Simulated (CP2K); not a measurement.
Something may be wrong with this CP2K 2026.2 calculation of Ag.

The input ag_scf.inp:

```
&GLOBAL
  PROJECT ag_scf
  RUN_TYPE ENERGY_FORCE
  PRINT_LEVEL LOW
&END GLOBAL
&FORCE_EVAL
  METHOD QS
  STRESS_TENSOR ANALYTICAL
  &DFT
    BASIS_SET_FILE_NAME BASIS_MOLOPT
    POTENTIAL_FILE_NAME GTH_POTENTIALS
    &MGRID
      CUTOFF 450
      REL_CUTOFF 2
      NGRIDS 4
    &END MGRID
    &QS
      METHOD GPW
      EPS_DEFAULT 1.0E-9
    &END QS
    &KPOINTS
      SCHEME MONKHORST-PACK 11 11 11
      GAMMA_CENTERED T
      SYMMETRY T
      SYMMETRY_BACKEND SPGLIB
    &END KPOINTS
    &SCF
      SCF_GUESS ATOMIC
      EPS_SCF 1.0E-6
      MAX_SCF 50
      ADDED_MOS 3
      CHOLESKY OFF
      EPS_EIGVAL 1.0E-7
      &DIAGONALIZATION ON
        ALGORITHM STANDARD
      &END DIAGONALIZATION
      &MIXING ON
        METHOD BROYDEN_MIXING
        ALPHA 0.4
        BETA 1.5
        NBUFFER 8
      &END MIXING
      &SMEAR ON
        METHOD FERMI_DIRAC
        ELECTRONIC_TEMPERATURE 1160.45
      &END SMEAR
    &END SCF
    &XC
      &XC_FUNCTIONAL PBE
      &END XC_FUNCTIONAL
    &END XC
    &PRINT
      &KPOINTS ON
      &END KPOINTS
      &MULLIKEN ON
      &END MULLIKEN
      &MO ON
        ENERGIES T
        OCCUPATION_NUMBERS T
        &EACH
          QS_SCF 0
        &END EACH
        ADD_LAST NUMERIC
      &END MO
    &END PRINT
  &END DFT
  &SUBSYS
    &CELL
      ABC 2.8888847545 2.8888847545 2.8888847546
      ALPHA_BETA_GAMMA 60.0000000005 59.9999999996 59.9999999991
      PERIODIC XYZ
    &END CELL
    &COORD
      Ag  0.0000000000 0.0000000000 0.0000000000
    &END COORD
    &KIND Ag
      BASIS_SET SZV-MOLOPT-SR-GTH-q11
      POTENTIAL GTH-PBE-q11
    &END KIND
    &PRINT
      &ATOMIC_COORDINATES ON
      &END ATOMIC_COORDINATES
      &CELL ON
      &END CELL
    &END PRINT
  &END SUBSYS
  &PRINT
    &FORCES ON
    &END FORCES
    &STRESS_TENSOR ON
    &END STRESS_TENSOR
  &END PRINT
&END FORCE_EVAL
```

Potentials or basis: GTH_POTENTIALS Ag GTH-PBE-q11; SZV-MOLOPT-SR-GTH basis.

Command:

```console
$ OMP_NUM_THREADS=1 cp2k.psmp -i ag_scf.inp -o ag_scf.out
```

ag_scf.out:

```text

 CP2K| version string:                                       CP2K version 2026.2
 CP2K| Input file name                                                ag_scf.inp

 GLOBAL| Force Environment number                                              1
 GLOBAL| Basis set file name                                        BASIS_MOLOPT
 GLOBAL| Potential file name                                      GTH_POTENTIALS
 GLOBAL| MM Potential file name                                     MM_POTENTIAL
 GLOBAL| Coordinate file name                                      __STD_INPUT__
 GLOBAL| Method name                                                        CP2K
 GLOBAL| Project name                                                     ag_scf
 GLOBAL| Run type                                                   ENERGY_FORCE
 GLOBAL| FFT library                                                       FFTW3
 GLOBAL| Diagonalization library                                       ScaLAPACK
 GLOBAL| Cholesky decomposition library                                ScaLAPACK
 GLOBAL| DGEMM library                                                      BLAS
 GLOBAL| Direct generalized diagonalization requested                          F
[... 238 lines left out ...]
 # Total charge                             11.000000                 -0.000000

 !-----------------------------------------------------------------------------!

 ENERGY| Total FORCE_EVAL ( QS ) energy [hartree]            -37.512577734702639

 FORCES| Atomic forces [hartree/bohr]
 FORCES|   Atom     x               y               z               |f|
 FORCES|      1  2.18856197E-16 -1.29204201E-15 -3.87152526E-15   4.08729476E-15
 FORCES| Sum     2.18856197E-16 -1.29204201E-15 -3.87152526E-15
 FORCES| Total atomic force                                       4.08729476E-15

 STRESS| Analytical stress tensor [bar]
 STRESS|                        x                   y                   z
 STRESS|      x        3.13703143516E+06   3.34488415324E+05   2.36526362117E+05
 STRESS|      y        3.34488415324E+05   2.74909944640E+06   1.37226489132E+05
 STRESS|      z        2.36526362117E+05   1.37226489132E+05   2.65500515792E+06
 STRESS| 1/3 Trace                                             2.84704534650E+06
 STRESS| Determinant                                           2.24085881428E+19

[... 1 line left out ...]
 STRESS|                        1                   2                   3
[... 1 line left out ...]
 STRESS|      x          -0.358477106788     -0.452445044606      0.816570661682
 STRESS|      y           0.867129070588      0.162633109356      0.470784076496
 STRESS|      z          -0.345805348208      0.876837472598      0.334028004512
```

**Question.** How did it end, and where is the flaw?

**Answer.** Self-consistency was reached. The input holds a flaw that was put in on purpose: relative cutoff far too low (rel_cutoff_ry = 2). The program doesn't stop on it, so the numbers can't be trusted though the run ends normally.
